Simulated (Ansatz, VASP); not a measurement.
One calculation of As, two programs

```
As
1.0
     0.00000    1.96083    1.96083
     1.96083    0.00000    1.96083
     1.96083    1.96083    0.00000
As
1
Direct
  0.00000 0.00000 0.00000
```

Change from the starting cell: volume scaled by 0.78, LAPW.

Alike in both runs: task single point; functional PBE; k mesh 15 × 15 × 15; occupations fermi-dirac, width 0.05 eV; no spin polarisation.

|  | VASP | Ansatz |
| --- | --- | --- |
| version | VASP 6.6.1 | Ansatz 0.2.0 |
| potentials or method | VASP PAW PBE potentials, release 64 (As), cutoff 520 eV | all-electron LAPW, scalar-relativistic |

|  | VASP | Ansatz | Ansatz less VASP |
| --- | --- | --- | --- |
| pressure (GPa) | 34.1 | 33.5 | -0.54 |

Ansatz ran all-electron here, so the differences hold the error of VASP's frozen core and of both bases.

Caveats: so large a pressure means that the cell lies far from this level's equilibrium, or that cutoff or potentials fall short (VASP).
